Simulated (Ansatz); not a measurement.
A run of Ansatz 0.2.0:

input.yaml

```yaml
crystal:
  lattice:
    - [1.488052925, -2.59468961, 0.0]
    - [1.488052925, 2.59468961, 0.0]
    - [0.0, 0.0, 4.72759579]
  atoms:
    - { symbol: Ge, position: [0.33344663, 0.66655337, 0.25] }
    - { symbol: Ge, position: [0.66655337, 0.33344663, 0.75] }
hamiltonian:
  xc: pbesol
  pseudopotentials: { kind: paw }
kpoints:
  mp_grid: { grid: [10, 10, 6] }
scf:
  occupations: { method: fermi_dirac, width: 0.05 }
output:
  forces: true
  stress: true
  eigenvalues: true
relax:
  f_tol: 0.01
  max_steps: 40
  cell: { stress_tol: 0.05 }
```

Potentials or basis: Ansatz PAW.

The run is started by

```console
$ ansatz run input.yaml --threads 2 --pin off --max-ram 5632MiB --backend cpu --events-out ev --progress --plain --runs-dir out
```

Hardware: 2 threads of Arm Neoverse V2, with other jobs on the host.

Question: Estimate the wall time of this run.

Answer: It took 44 s on 2 threads of Arm Neoverse V2, on a shared host, peak memory 0.36 GiB. Counts: scf iterations 125, plane waves 713, k points 124, bands 18, ion steps 22.
